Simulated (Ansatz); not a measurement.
Level of theory: DFT PBE, scalar-relativistic, plane waves, PAW (Ansatz 0.2.0). All cells share a 420 eV cutoff and Γ-centred k meshes spaced about 0.3 Å⁻¹ or finer (0.25 for metals, 2π included). No spin polarisation.

Temperature and zero-point effects are left out.

Two relaxed structures of GaH:

1.

Space group P2_1/m (No. 11). a = 2.605 Å, b = 3.895 Å, c = 5.213 Å, α = 90.00°, β = 104.03°, γ = 90.00°
```csv
atom,site,symmetry,x,y,z
Ga,2e,m,0.6101,0.2500,0.2267
H,2e,m,0.4315,0.2500,0.8615
```

2.

Space group P4/mmm (No. 123). a = 2.686 Å, b = 2.686 Å, c = 3.568 Å, α = 90.00°, β = 90.00°, γ = 90.00°
```
atom  site  symmetry       x       y       z
  Ga    1d     4/mmm  0.5000  0.5000  0.5000
   H    1c     4/mmm  0.5000  0.5000  0.0000
```

**Question.** Which form is favoured at zero pressure, and by what margin per atom?

**Answer.** Cell 1 is lower, by 37 meV/atom. Cell 1 has space group P2_1/m (No. 11), 12.8 Å³/atom and no gap on its mesh; cell 2 has space group P4/mmm (No. 123), 12.9 Å³/atom and no gap. Counting H atoms around Ga (those within 1.25 times the shortest such distance or 1.15 times the sum of covalent radii), cell 1 has Ga 3 and cell 2 has Ga 2. Even the lower one lies +0.28 eV/atom against the reference forms of the elements (uncorrected), so neither is stable at this level. In cell 1, Ga is surrounded by 1 H at 1.85 Å and 2 H at 2.00 Å; H is surrounded by 1 Ga at 1.85 Å and 2 Ga at 2.00 Å. In cell 2, Ga is surrounded by 2 H at 1.78 Å; around H lie 2 Ga at 1.78 Å. Both come from trial cells of a structure search, whose lowest cell (P6/mmm, 11.9 Å³/atom) lies 66 meV/atom below the lower of the two.

Weakly bound directions are ill-defined at this level, which has no dispersion term (P2_1/m), and this can change margins and order among such cells. With hydrogen, zero-point motion can shift such differences by 10 meV/atom or more. With atoms moved at random, cell 1 (by 60 meV/atom) fell into a lower structure. Cell 2 had no clear such test and can be a saddle point. Some structure types and database cells were kept out of the candidates from the start, so a known form may be missing.
